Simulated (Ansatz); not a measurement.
# TePt (R-3m) in Ansatz: notebook

One crystal, TePt, is run at these levels: PBEsol; tasks: elastic constants, density of states.

Program: Ansatz 0.2.0. These are calculated values, not measurements. Logs are shortened: lines on timing, memory, paths and dates and some standing lists are left out, and cuts for length are marked.

### 1 Starting point

The structure is trigonal, space group R-3m (No. 166). The conventional cell has a = 3.963 Å, b = 3.963 Å, c = 19.983 Å, α = 90.00°, β = 90.00°, γ = 120.00°. Pt (site symmetry 3m) is surrounded by 3 Te at 2.59 Å and 3 Pt at 2.72 Å. Te (site symmetry 3m) is surrounded by 3 Pt at 2.59 Å.

### 2 Elastic constants, PBEsol

File input.yaml:

```yaml
crystal:
  lattice:
    - [1.9815661262, 1.1440577364, 6.6610334788]
    - [-1.9815661262, 1.1440577364, 6.6610334788]
    - [0.0, -2.2881154728, 6.6610334788]
  atoms:
    - { symbol: Pt, position: [0.1296666667, 0.1296666667, 0.1296666667] }
    - { symbol: Pt, position: [0.8703333333, 0.8703333333, 0.8703333333] }
    - { symbol: Te, position: [0.402, 0.402, 0.402] }
    - { symbol: Te, position: [0.598, 0.598, 0.598] }
hamiltonian:
  xc: pbesol
  pseudopotentials: { kind: paw }
kpoints:
  mp_grid: { grid: [8, 8, 8] }
scf:
  occupations: { method: fermi_dirac, width: 0.05 }
output:
  forces: true
  stress: true
elastic:
  mode: relaxed_ion
  stencil: two_point
```

Potentials or basis: Ansatz PAW.

Run with:

```bash
$ ansatz run input.yaml --threads 2 --pin off --max-ram 5632MiB --backend cpu --events-out ev --progress --plain --runs-dir out
```

The log of the run:

```text
Warning: RAYON_NUM_THREADS=2 ignored (pool sized by the plan → 2); use --threads N
Engine: ansatz 0.2.0, x86_64-unknown-linux-gnu
Pseudopotentials: kind: paw
Pseudopotential: Pt, paw, valence charge 18, recommended cutoff 420 eV (normal), Pt.paw.azcp
Pseudopotential: Te, paw, valence charge 16, recommended cutoff 420 eV (normal), Te.paw.azcp
Functional definition: PBEsol
  exchange = pbesol_x
  correlation = pbesol_c
Crystal: 4 atoms, lattice volume = 90.604 Å³
Basis set: ecut = 420 eV, 1775 PW (Γ), exchange–correlation on 96×96×96 points (8 copies of the dense FFT grid, shifted against one another)
Bands: 41, of which v1, the nominal top of the filled ones, is band 34 counted from 1 (33 counted from 0)
Symmetry: 12 space group operations
Space group: R-3m (ITA 166), of the structure as read, at distance tolerance 4.5e-5 Å
k-points: 65 of 512
Non-local potential: Pt, projectors of the file, l = 0: 3, l = 1: 2, l = 2: 2, l = 3: 1
Non-local potential: Te, projectors of the file, l = 0: 2, l = 1: 2, l = 2: 2, l = 3: 2
PAW form: soft (Blöchl's): semilocal exchange-correlation on the pseudo side does not see the compensation charge
PAW frozen core: Pt, regenerated for the run's functional, and the local potential with it (the file was generated under x = pbe(κ = 0.804, μ = 0.2195149727645171), c = pbe(β = 0.06672455060314922))
PAW frozen core: Te, regenerated for the run's functional, and the local potential with it (the file was generated under x = pbe(κ = 0.804, μ = 0.2195149727645171), c = pbe(β = 0.06672455060314922))
PAW one-centre angular grid: Pt, 590 points (default); XC on 64 Gauss nodes
PAW one-centre angular grid: Te, 590 points (default); XC on 64 Gauss nodes
Initial density: superposition of atomic densities (neutral atoms: chi_scale 0, normalization atom), corrected by the library's trained network
Initial wavefunctions: pseudopotential atomic-orbital guess
Functional: x = pbesol(κ = 0.804, μ = 0.12345679012345678), c = pbesol(β = 0.046)
SCF iter   1: F=—  HF=-38572.023059 eV  |F-HF|=—  |Δ(HF+E_count)|=         —  Δρ=4.98e-3  dr2=2.08e-2  ethr=1.77e-3  ⟨swp⟩=6.5  Hψ=10652  notcnv=0  defer=2
preconditioner: auto → LDOS  [metal: Δε(μ)=0.034 eV  Ē_g=8.772 eV  σ=0.050 eV  W_gap=0.17  n_scr=28 (ndim 8)  ℏωp=22.1 eV  f_vac=0.020  D(μ)=2.11/eV (n_scr^D=16)  β→1.0]
SCF iter   2: F=—  HF=-38572.022647 eV  |F-HF|=—  |Δ(HF+E_count)|=   4.12e-4  Δρ=3.36e-3  dr2=1.27e-2  ethr=3.06e-5  ⟨swp⟩=2.3  Hψ=5254  notcnv=0  defer=109
SCF iter   3: F=—  HF=-38572.018614 eV  |F-HF|=—  |Δ(HF+E_count)|=   4.03e-3  Δρ=7.83e-4  dr2=7.65e-4  ethr=1.87e-5  ⟨swp⟩=2.0  Hψ=4581  notcnv=0  defer=109
SCF iter   4: F=—  HF=-38572.018439 eV  |F-HF|=—  |Δ(HF+E_count)|=   1.75e-4  Δρ=1.60e-4  dr2=3.13e-5  ethr=1.13e-6  ⟨swp⟩=2.0  Hψ=4233  notcnv=0  defer=109
SCF iter   5: F=—  HF=-38572.018438 eV  |F-HF|=—  |Δ(HF+E_count)|=   1.12e-6  Δρ=4.94e-5  dr2=2.64e-6  ethr=4.61e-8  ⟨swp⟩=2.0  Hψ=4234  notcnv=0  defer=109
SCF iter   6: F=—  HF=-38572.018478 eV  |F-HF|=—  |Δ(HF+E_count)|=   3.99e-5  Δρ=1.51e-5  dr2=1.38e-7  ethr=3.88e-9  ⟨swp⟩=2.0  Hψ=4077  notcnv=0  defer=109
SCF iter   7: F=—  HF=-38572.018478 eV  |F-HF|=—  |Δ(HF+E_count)|=  6.26e-10  Δρ=3.42e-6  dr2=7.92e-9  ethr=2.03e-10  ⟨swp⟩=2.0  Hψ=4238  notcnv=0  defer=109
SCF iter   8: F=—  HF=-38572.018478 eV  |F-HF|=—  |Δ(HF+E_count)|=   3.17e-9  Δρ=6.76e-7  dr2=3.68e-10  ethr=1.16e-11  ⟨swp⟩=2.0  Hψ=3613  notcnv=0  defer=109
SCF iter   9: F=—  HF=-38572.018478 eV  |F-HF|=—  |Δ(HF+E_count)|=  2.55e-10  Δρ=1.05e-7  dr2=1.05e-11  ethr=5.41e-13 (applied; sched 1.00e-12)  ⟨swp⟩=2.0  Hψ=3587  notcnv=0  defer=109
SCF iter  10: F=—  HF=-38572.018478 eV  |F-HF|=—  |Δ(HF+E_count)|=  2.18e-11  Δρ=1.83e-8  dr2=2.39e-13  ethr=1.55e-14 (applied; sched 1.00e-12)  ⟨swp⟩=2.4  Hψ=4089  notcnv=0  defer=109
SCF iter  11: F=-38572.018478 eV  HF=-38572.018478 eV  |F-HF|=0.00e0  |Δ(HF+E_count)|=  1.46e-11  Δρ=3.48e-9  dr2=8.89e-15  ethr=1.00e-12  ⟨swp⟩=9.4  Hψ=10122  notcnv=0
SCF 1 converged in 11 iterations: F = -38572.018478 eV  dr2 = 8.89e-15
relax step   1: F+E_penalty+E_count = -38572.01847773 eV  Δ(F+E_penalty+E_count) = +0.000e0 eV  max|allowed force component| = 1.910e-1 eV/Å  Δτ_max = 0.0000 Å  (11 SCF iters, accepted)
Initial density: handed on by an earlier stage of this run
Initial wavefunctions: pseudopotential atomic-orbital guess (no wavefunctions were taken with the density)
SCF iter   1: F=—  HF=-38579.301959 eV  |F-HF|=—  |Δ(HF+E_count)|=         —  Δρ=1.17e-1  dr2=2.77e1  ethr=3.10e-3  ⟨swp⟩=6.6  Hψ=10681  notcnv=0
preconditioner: auto → LDOS  [metal: Δε(μ)=0.057 eV  Ē_g=9.182 eV  σ=0.050 eV  W_gap=0.27  n_scr=28 (ndim 8)  ℏωp=22.1 eV  f_vac=0.016  D(μ)=1.90/eV (n_scr^D=16)  β→1.0]
SCF iter   2: F=—  HF=-38579.601205 eV  |F-HF|=—  |Δ(HF+E_count)|=   2.99e-1  Δρ=1.24e-1  dr2=2.46e1  ethr=3.10e-3  ⟨swp⟩=4.3  Hψ=7458  notcnv=0  defer=105
[... 385 lines left out ...]
SCF converged after 10 iterations
Free energy (F): -38572.021068 eV
Harris-Foulkes:  -38572.021068 eV  (|F-HF|=0.00e0)
Internal energy: -38572.003797 eV  (E = F + TS)
E sigma→0 (E₀):  -38572.012432 eV
Entropy (-TS):   -0.017271 eV (-4.318 meV/atom)
Fermi energy:    14.426350 eV
--- Per-component energies (eV) ---
  E_band       = -934.153701
  E_kinetic    = 1641.705785
  E_local      = -7004.153270  (includes V_loc(G=0)·N_el)
  E_nonlocal   = -210.141522
  E_hartree    = 3399.636401
  E_xc         = -769.079258
  E_vxc        = -815.407683  (∫ρ·V_xc dr)
  E_paw        = -27803.696464  (= ΣΔE_a)
  E_vpaw       = -1345.429764  (= ΣTr[D̂ρ^β])
  E_aug_tail   = -0.000049  (compensation charges beyond the density's cutoff)
  E_ewald      = -7827.599013
  E_core_change = 1.323593  (= ΣΔE_core)
  E_smearing   = -0.017271  (= −TS)
  E_closure    = -0.000000  (closes the sum)
  Σ components = -38572.021068   (vs F -38572.021068, Δ=0.00e0)
--- Forces (eV/Å), atoms counted from 1 ---
  atom   1  Pt     0.00000000     0.00000000    -0.00000323
  atom   2  Pt     0.00000000    -0.00000000     0.00000323
  atom   3  Te     0.00000000    -0.00000000    -0.00000291
  atom   4  Te     0.00000000    -0.00000000     0.00000291
  max |Σ_I F_I| component: 8.67e-19 eV/Å
--- Stress (GPa, compression-positive) ---
       -0.370573       0.000000       0.000000
        0.000000      -0.370573       0.000000
        0.000000       0.000000      -0.681755
  P = ⅓ Tr σ = -0.4743 GPa (-4.743 kbar)
--- Band table (eV; the first three rows and the last of 65) ---
  k-point 0: bands = ["-84.0252", "-84.0023", "-38.3393", "-38.3393", "-38.2009", "-38.2009", "-38.1631", "-38.0594", "-22.8530", "-22.8530", "-22.8488", "-22.8488", "-22.8273", "-22.8273", "-22.8251", "-22.8251", "-22.8194", "-22.8176", "1.0755", "2.6439", "7.5705", "8.9112", "8.9112", "9.6047", "9.6047", "10.0367", "11.3868", "11.3868", "12.5005", "12.5005", "12.6997", "15.0751", "15.0751", "15.2638", "15.6286", "17.2670", "17.2670", "19.0099", "20.5450", "20.8060", "20.8060"]
  k-point 1: bands = ["-84.0245", "-84.0031", "-38.3418", "-38.3394", "-38.2197", "-38.1986", "-38.1449", "-38.0596", "-22.8530", "-22.8526", "-22.8490", "-22.8483", "-22.8277", "-22.8274", "-22.8253", "-22.8246", "-22.8190", "-22.8172", "1.2365", "2.6984", "7.7358", "8.9452", "8.9907", "9.3965", "9.8095", "10.0904", "10.9982", "11.1554", "12.4658", "12.5098", "12.7620", "13.8152", "14.9919", "15.5114", "16.1387", "16.6431", "16.8569", "19.6484", "20.0611", "20.7218", "21.2124"]
  k-point 2: bands = ["-84.0223", "-84.0052", "-38.3475", "-38.3390", "-38.2470", "-38.1936", "-38.1189", "-38.0610", "-22.8531", "-22.8516", "-22.8496", "-22.8471", "-22.8287", "-22.8276", "-22.8255", "-22.8236", "-22.8181", "-22.8161", "1.6682", "2.8517", "8.0302", "8.5663", "9.0808", "9.5743", "10.0694", "10.3531", "10.7208", "10.9071", "12.1720", "12.3328", "12.5924", "12.7789", "13.8942", "14.7320", "15.6479", "16.1051", "17.6942", "18.7975", "19.7517", "21.1337", "22.0102"]
  k-point 64: bands = ["-84.0252", "-84.0023", "-38.3393", "-38.3393", "-38.2009", "-38.2009", "-38.1631", "-38.0594", "-22.8531", "-22.8531", "-22.8488", "-22.8488", "-22.8278", "-22.8278", "-22.8246", "-22.8246", "-22.8202", "-22.8168", "1.6567", "1.7724", "8.9377", "8.9377", "8.9568", "9.5357", "9.5448", "9.5448", "11.3988", "11.3988", "12.5171", "12.5171", "12.7493", "12.7692", "15.6481", "15.6481", "16.3574", "16.3574", "17.9097", "18.9520", "19.2153", "21.2203", "21.2203"]
--- Elastic constants: 3 strain directions × 2 members + reference (group order 12) ---
  dense FFT box of the reference and of every strained cell: 48×48×48
  strains applied: 11, 33, 23; error gains: componentwise 1.00 (the most a stress slope's error grows in a printed constant), spectral 1.41 (1 for all six strains in a standard setting)
  reference relaxed by the batch: 6 steps; max|allowed force component| 1.91e-1 eV/Å at the deck's positions, 3.23e-6 at the last accepted step, 3.23e-6 by the solve of record
  largest displacement 1.2e-2 Å; the constants are those of the deck's cell at these positions:
  atoms:
    - { symbol: Pt, position: [0.13027794654834424, 0.13027794654834424, 0.13027794654834424] }
    - { symbol: Pt, position: [0.8697220534516557, 0.8697220534516557, 0.8697220534516557] }
    - { symbol: Te, position: [0.40184539683820075, 0.40184539683820075, 0.40184539683820075] }
    - { symbol: Te, position: [0.5981546031617992, 0.5981546031617992, 0.5981546031617992] }
  C = ∂σ_k/∂η_j (tension-positive GPa; Voigt order 11 22 33 23 13 12):
       125.733     69.172     39.065      7.972      0.000      0.000
        69.172    125.733     39.065     -7.972      0.000      0.000
        38.742     38.742     63.622     -0.000      0.000      0.000
         7.981     -7.981     -0.000     24.331      0.000      0.000
         0.000     -0.000     -0.000     -0.000     24.331      7.981
         0.000      0.000      0.000      0.000      7.972     28.281
  reference stress σ⁰ (GPa):      0.371      0.371      0.682     -0.000     -0.000     -0.000
  C* (energy form; C + prestress term) asymmetry max|C*_kj − C*_jk| = 1.214e-2 GPa — a small one proves nothing (zero by symmetry where the batch's group is 432, −43m or m−3m); a large one is finite-difference/SCF noise where every solve meets its electron count
  moduli (Voigt/Reuss/Hill, GPa): K = 67.67/56.28/61.98   G = 26.60/23.60/25.10   E = 66.34   ν = 0.322
  mechanically stable: yes (min eigenvalue of sym C = 18.09 GPa)
  strain η (Voigt 11):  stress-route row diagonal C_11 = 125.73 GPa, energy-path curvature d²(F+E_count+ΔE)/dδ²/Ω₀ = 125.60 GPa
         δ    σ_11 (GPa)             F (eV)   n_scf  n_hpsi   n_pw
    -2.000e-3       0.1184      -38572.0213473       5   86124   1810   relax 5 steps, max|allowed force component| 1.40e-5 eV/Å
     2.000e-3       0.6213      -38572.0205090       5   82996   1810   relax 4 steps, max|allowed force component| 1.52e-5 eV/Å
  strain η (Voigt 33):  stress-route row diagonal C_33 = 63.62 GPa, energy-path curvature d²(F+E_count+ΔE)/dδ²/Ω₀ = 63.62 GPa
         δ    σ_33 (GPa)             F (eV)   n_scf  n_hpsi   n_pw
    -2.000e-3       0.5524      -38572.0217587       5   36407   1810   relax 3 steps, max|allowed force component| 5.14e-7 eV/Å
     2.000e-3       0.8069      -38572.0202253       6   35968   1822   relax 4 steps, max|allowed force component| 1.35e-6 eV/Å
  strain η (Voigt 23):  stress-route row diagonal C_44 = 24.33 GPa, energy-path curvature d²(F+E_count+ΔE)/dδ²/Ω₀ = 24.03 GPa
         δ    σ_23 (GPa)             F (eV)   n_scf  n_hpsi   n_pw
    -2.000e-3      -0.0485      -38572.0210396       5   83814   1810   relax 4 steps, max|allowed force component| 2.71e-5 eV/Å
     2.000e-3       0.0488      -38572.0210386       5   83531   1810   relax 3 steps, max|allowed force component| 2.00e-5 eV/Å
```

Run time: 4.2 min. Hardware: 2 threads of AMD EPYC 7R13 (Zen 3), shared host; peak memory 0.83 GiB.

Results:

```
Free energy            : -38572.0211 eV
Pressure               : -0.5 GPa
Band gap on the k mesh : none (metal or under the smearing width)
Voigt bulk modulus     : 68 GPa
```

Elastic tensor in Voigt notation (GPa, in the Cartesian axes of the cell as first typed):
```
126  69  39   8   0   0
 69 126  39  -8   0   0
 39  39  64   0   0   0
  8  -8   0  24   0   0
  0   0   0   0  24   8
  0   0   0   0   8  28
```

Caveat: elastic constants of metals need much finer meshes, so these are rough; the PAW data sets come from PBE, with cores solved anew for the run's functional, which leaves a small shift of forces and pressure. Spin-orbit coupling is left out, which matters for the levels of Pt, Te.

### 3 Density of states, PBEsol

Edit input.yaml of step 2 so:

```diff
@@ -17,2 +17,3 @@
   occupations: { method: fermi_dirac, width: 0.05 }
+  n_extra_bands: 10
 output:
@@ -20,4 +21,3 @@
   stress: true
-elastic:
-  mode: relaxed_ion
-  stencil: two_point
+  eigenvalues: true
+  dos: { projected: false, de: 0.05, nscf_kmesh: { grid: [12, 12, 12] } }
```

Potentials or basis: Ansatz PAW.

Run with:

```bash
$ ansatz run input.yaml --threads 2 --pin off --max-ram 5632MiB --backend cpu --events-out ev --progress --plain --runs-dir out
```

Wall time 12 s (2 threads of AMD EPYC 7R13 (Zen 3), shared host); peak memory 0.64 GiB.

Results (log left out):

- Free energy: -38572.0185 eV
- Pressure: -0.3 GPa
- Largest force: 0.191 eV/Å
- Band gap on the k mesh: none (metal or under the smearing width)
- Density of states at the Fermi level: 1.94 states/eV per cell

Forces on the atoms (eV/Å):
```
Pt   0.000  0.000  0.191
Pt   0.000  0.000 -0.191
Te   0.000  0.000 -0.087
Te   0.000  0.000  0.087
```

Stress tensor (GPa, compression positive):
```
-0.21  0.00  0.00
 0.00 -0.21  0.00
 0.00  0.00 -0.57
```

Levels at points of the mesh, in eV from the Fermi level:
```tsv
k point	band 32	band 33	band 34	band 35	band 36	band 37
(0.00, 0.00, 0.00)	0.69	0.69	0.86	1.25	2.86	2.86
(0.00, 0.00, -0.50)	-1.99	-1.88	-1.06	0.31	1.35	1.96
(0.00, -0.50, -0.50)	-1.83	-1.75	-1.33	-1.16	2.53	3.81
(-0.50, -0.50, -0.50)	-1.62	1.25	1.25	1.96	1.96	3.51
```

States per cell in windows of 1 eV (zero at the Fermi level; states under -8 eV left out):
```tsv
from (eV)	total
-8.0	0.00
-7.0	1.94
-6.0	3.98
-5.0	5.07
-4.0	4.51
-3.0	5.07
-2.0	5.15
-1.0	2.17
0.0	1.56
1.0	1.75
2.0	1.65
3.0	1.25
4.0	1.48
5.0	1.83
6.0	2.90
7.0	2.28
```

Caveat: the PAW data sets come from PBE, with cores solved anew for the run's functional, which leaves a small shift of forces and pressure. Spin-orbit coupling is left out, which matters for the levels of Pt, Te.
